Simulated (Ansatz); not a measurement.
# GaN: band gap under strain

Aim: follow the gap of GaN in the zincblende structure through these states: +1.7 % biaxial strain in x and y, free along z; +5.4 % strain along [111] alone; +4.5 % strain along z alone. The table at the end shows which levels were run.

The runs shown are made with Ansatz 0.2.0. PAW datasets, plane waves. Computed at 0 K without zero-point motion; spin polarisation is off.

## Step 1: The cell

The unstrained cell was relaxed with r2SCAN; in each strained cell the atoms were relaxed again with r2SCAN. Names of k-points are those of the unstrained zone, where strain can split equivalent points. First state: +1.7 % biaxial strain in x and y, free along z.

The symmetry is I-4m2 (No. 119, tetragonal); a = 3.233 Å, c = 4.416 Å in the conventional setting, 11.54 Å³ an atom. Near Ga stand 4 N at 1.96 Å; near N stand 4 Ga at 1.96 Å.

The structure in full:

```
CELL_PARAMETERS angstrom
0.00000 2.28606 2.20813
2.28606 0.00000 2.20813
2.28606 2.28606 0.00000
ATOMIC_POSITIONS crystal
Ga 0.00000 0.00000 0.00000
N 0.25000 0.25000 0.25000
```

## Step 2: +1.7 % biaxial strain in x and y, free along z: PBE

File input.yaml:

```yaml
crystal:
  lattice:
    - [0.0, 2.2860602613, 2.2081320503]
    - [2.2860602613, 0.0, 2.2081320503]
    - [2.2860602613, 2.2860602613, 0.0]
  atoms:
    - { symbol: Ga, position: [0.0, 0.0, 0.0] }
    - { symbol: "N", position: [0.25, 0.25, 0.25] }
kpoints:
  mp_grid: { grid: [10, 10, 10] }
  band_path:
    path:
      - [0.0, 0.0, 0.0]
      - [-0.5, -0.5, 0.0]
      - [-0.375, -0.375, 0.25]
      - [-0.375, 0.0, 0.375]
      - [0.0, 0.0, 0.5]
      - [-0.5, -0.25, 0.25]
    npoints: 1
hamiltonian:
  xc: pbe
scf:
  occupations: { method: fermi_dirac, width: 0.02 }
  n_extra_bands: 4
output:
  forces: true
  stress: true
  eigenvalues: true
```

On the command line:

```console
ansatz run input.yaml --threads 4 --pin off --max-ram 3686MiB --backend cpu --events-out ev --progress --plain --runs-dir out
```

After this run come: +1.7 % biaxial strain in x and y, free along z: r2SCAN; +1.7 % biaxial strain in x and y, free along z: HSE06; +5.4 % strain along [111] alone: PBE; +5.4 % strain along [111] alone: r2SCAN; +5.4 % strain along [111] alone: HSE06; +4.5 % strain along z alone: PBE; +4.5 % strain along z alone: r2SCAN; +4.5 % strain along z alone: HSE06.

Before running it: what results should come out?

As calculated:

Least gap in eV (negative: overlap):

```
                                         state   PBE  r2SCAN  HSE06
+1.7 % biaxial strain in x and y, free along z  1.56    1.97   2.79
               +5.4 % strain along [111] alone  1.25    1.64   2.44
                   +4.5 % strain along z alone  1.40    1.79   2.60
```

In words: Where both were run, the HSE06 gap lies +1.20 to +1.24 eV from PBE's, each on its own k points. In PBE the gap is least under +5.4 % strain along [111] alone (1.25 eV) and largest under +1.7 % biaxial strain in x and y, free along z (1.56 eV).
